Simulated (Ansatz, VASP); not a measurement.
## Two plane-wave programs on TiB2

```
Ti B
1.0
     3.03471    0.00000    0.00000
    -1.51735    2.62813    0.00000
     0.00000    0.00000    3.22342
Ti B
1 2
Direct
  0.00000 0.00000 0.00000
  0.33333 0.66667 0.50000
  0.66667 0.33333 0.50000
```

Change from the starting cell: species swapped into the NbB2 type (P6/mmm, No. 191).

Alike in both runs: functional PBE; k mesh 7 × 7 × 6; occupations gaussian, width 0.2 eV; no spin polarisation.

Ansatz relaxed the structure, and its values are those at the end. VASP's run is a single point on that final structure, the one shown.

|  | VASP | Ansatz |
| --- | --- | --- |
| version | VASP 6.6.1 | Ansatz 0.2.0 |
| potentials or method | VASP PAW PBE potentials, release 64 (Ti_sv, B) | scalar-relativistic, plane waves, PAW |
| plane-wave cutoff (eV) | 520 | 420 |
| valence electrons in the cell | 18 | 18 |

VASP gave:

* gap on the k mesh at the Fermi level (eV): none
* pressure (GPa): -0.2

Question: What did Ansatz give for the same quantities?

Answer: gap on the k mesh at the Fermi level (eV): none; pressure (GPa): -0.4.

A gap of «none» marks a metal or a gap that the smearing closes.
